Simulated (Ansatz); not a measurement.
# CdS: the cost of one run

Computed with Ansatz 0.2.0 (DFT PBE, scalar-relativistic, plane waves, PAW, unless a step's input says otherwise).

## Step 1: Starting point

It takes space group P1 (No. 1, triclinic). Conventional cell: a = 4.141 Å, b = 4.470 Å, c = 5.275 Å, α = 110.14°, β = 90.20°, γ = 96.97°. Cd (site symmetry 1) is surrounded by 1 Cd at 2.23 Å and 3 S at 2.39 to 2.55 Å. Around Cd (site symmetry 1) lie 1 Cd at 2.23 Å and 3 S at 2.29 to 2.58 Å. S (site symmetry 1) is surrounded by 3 Cd at 2.29 to 2.55 Å and 1 S at 2.40 Å. S (site symmetry 1) is surrounded by 3 Cd at 2.39 to 2.58 Å and 1 S at 2.40 Å.

Structure file:

```cif
data_structure
_symmetry_space_group_name_H-M 'P 1'
_symmetry_Int_Tables_number 1
_cell_length_a 4.1406
_cell_length_b 4.4704
_cell_length_c 5.2752
_cell_angle_alpha 110.140
_cell_angle_beta 90.203
_cell_angle_gamma 96.966
_cell_volume 90.89
loop_
_atom_site_label
_atom_site_type_symbol
_atom_site_fract_x
_atom_site_fract_y
_atom_site_fract_z
_atom_site_occupancy
Cd1 Cd 0.68798 0.78376 0.75540 1
Cd2 Cd 0.31492 0.72662 0.04587 1
S1 S 0.94644 0.30740 0.78864 1
S2 S 0.83631 0.89046 0.35415 1
```

The cell is invented: 4-connected net, two elements spread over the vertices (P1, No. 1). Lengths come from tabulated atomic sizes and are only a guess.

## Step 2: The guess as it stands, on a coarse mesh

Contents of input.yaml:

```yaml
crystal:
  lattice:
    - [4.14064415, 0.0, 0.0]
    - [-0.54217053, 4.43740347, 0.0]
    - [-0.01865599, -1.83207708, 4.94680299]
  atoms:
    - { symbol: Cd, position: [0.68797803, 0.78375697, 0.755404] }
    - { symbol: Cd, position: [0.31492299, 0.72662002, 0.045867] }
    - { symbol: S, position: [0.94644099, 0.307403, 0.78863603] }
    - { symbol: S, position: [0.83631098, 0.89046299, 0.354146] }
basis:
  ecutwfc: 420
kpoints:
  mp_grid: { grid: [4, 4, 4] }
hamiltonian:
  xc: pbe
scf:
  occupations: { method: gaussian, width: 0.1 }
  lower_state_search: "off"
output:
  forces: true
  stress: true
  eigenvalues: true
```

Launch:

```bash
> ansatz run input.yaml --threads 1 --pin off --max-ram 2560MiB --backend cpu --events-out ev --progress --plain --runs-dir out
```

Q: Estimate wall time and peak memory on 1 thread of Arm Neoverse V1, shared host.

About 9.2 s, with a peak of 0.34 GiB.
